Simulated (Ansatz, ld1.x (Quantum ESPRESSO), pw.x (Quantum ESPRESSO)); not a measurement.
# Rb: does the TM potential hold in the solid?

Rb, norm-conserving Troullier–Martins (Kleinman–Bylander form), made with ld1.x (Quantum ESPRESSO) 7.5 (PBE, scalar-relativistic). Core [Kr], reference 5s1 5p0. Waves: 5s (bound): rc 3.00 bohr; 4d channel at 0.1 Ry: rc 4.10 bohr; 5p (bound, empty): rc 4.20 bohr. Local part: the p channel. Core correction: none.

Crystal test: sc Rb in pw.x 7.5, no spin, 8³ k-points, Fermi–Dirac smearing 0.01 Ry, cutoffs 35/140 Ry. The reference is all-electron LAPW (Ansatz 0.2.0) with the same functional, mesh and smearing; V0 and B0 come from Birch–Murnaghan fits to the pressures at five volumes. Errors are pseudo minus all-electron; Δ is the rms difference of the E(V) curves that follow from these fits, minima aligned, over ±6 % about the mean V0. Mesh and smearing are coarse, so the numbers serve the comparison and aren't converged zero-temperature values; the lattice is a test structure that the element need not adopt.

All-electron: a0 = 4.633 Å (V0 = 99.45 Å³/atom), B0 = 2.1 GPa.

**Question.** How far does the potential miss the all-electron equation of state?

**Answer.** mean pressure error (GPa): +0.03; a0 (Å): 4.655; a0 error (%): +0.47; B0 error (%): -5.0; Δ (meV/atom): 0.6. Note: ghost state, extra bound levels that the all-electron valence spectrum of the same l lacks: s at -1.17 eV. A true bound ghost makes a file unfit for plane-wave use. Atomic configuration tests: 1 of 2 tests not solved or not reliable. The logarithmic derivative shows an extra or strongly shifted pseudo pole above the reference energy (s near -0.10 Ry).

```json
{"V (Å³/atom)": "94.525", "P all-electron (GPa)": "0.12", "P pseudo (GPa)": "0.14"}
{"V (Å³/atom)": "97.013", "P all-electron (GPa)": "0.05", "P pseudo (GPa)": "0.08"}
{"V (Å³/atom)": "99.500", "P all-electron (GPa)": "-0.00", "P pseudo (GPa)": "0.03"}
{"V (Å³/atom)": "101.987", "P all-electron (GPa)": "-0.05", "P pseudo (GPa)": "-0.02"}
{"V (Å³/atom)": "104.475", "P all-electron (GPa)": "-0.09", "P pseudo (GPa)": "-0.07"}
```

**Question.** At the middle volume, how do free energy and pressure move when the wave cutoff is lowered (ecutrho kept at four times it)?

**Answer.**

```csv
cutoff (Ry),shift of F (meV/atom),shift of P (GPa)
16,+3.3,-0.01
21,+2.0,-0.00
28,+0.2,+0.00
```

The run at the middle volume (35 k-points, 6 iterations) took about 6.6 s on one core of a shared host (Neoverse-V1, 32 threads, 247 GiB, load 17).
